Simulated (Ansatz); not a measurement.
Wanted: the native input for an Ansatz 0.2.0 run.

```yaml
Task: single point
Functional: PBE
Potentials_or_basis: all-electron LAPW, scalar-relativistic
Cutoff: 315 eV (chosen from the basis error)
Basis_error_allowed: 0.001 eV/atom
k_mesh: 10 × 10 × 10
Occupations: fermi-dirac, width 0.05 eV
Spin: no spin polarisation
```

BAs:

```xyz
2
Lattice="0.0000 2.3885 2.3885 2.3885 0.0000 2.3885 2.3885 2.3885 0.0000" Properties=species:S:1:pos:R:3 pbc="T T T"
As    3.5827    3.5827    3.5827
B     0.0000    0.0000    0.0000
```

One way to write it, as run:

input.yaml

```yaml
crystal:
  lattice:
    - [0.0, 2.3885, 2.3885]
    - [2.3885, 0.0, 2.3885]
    - [2.3885, 2.3885, 0.0]
  atoms:
    - { symbol: As, position: [0.75, 0.75, 0.75] }
    - { symbol: B, position: [0.0, 0.0, 0.0] }
kpoints:
  mp_grid: { grid: [10, 10, 10] }
scf:
  occupations: { method: fermi_dirac, width: 0.05 }
hamiltonian:
  xc: pbe
  pseudopotentials: { kind: all_electron, lapw: { basis_error: 0.001 } }
output:
  forces: true
  stress: true
  eigenvalues: true
  populations: true
```

Potentials or basis: all-electron LAPW, scalar-relativistic.

Launch:

```sh
$ ansatz run input.yaml --threads 1 --pin off --max-ram 2560MiB --backend cpu --events-out ev --progress --plain --runs-dir out
```

Results of the run:

The pressure is 2.7 GPa and the band gap on the k mesh is 1.19 eV, indirect (least direct gap 3.28 eV). The loewdin charges are As +0.65; B -0.61 e.

Wall time 11 s on 1 thread of Arm Neoverse V1 (shared host), peak memory 0.26 GiB.
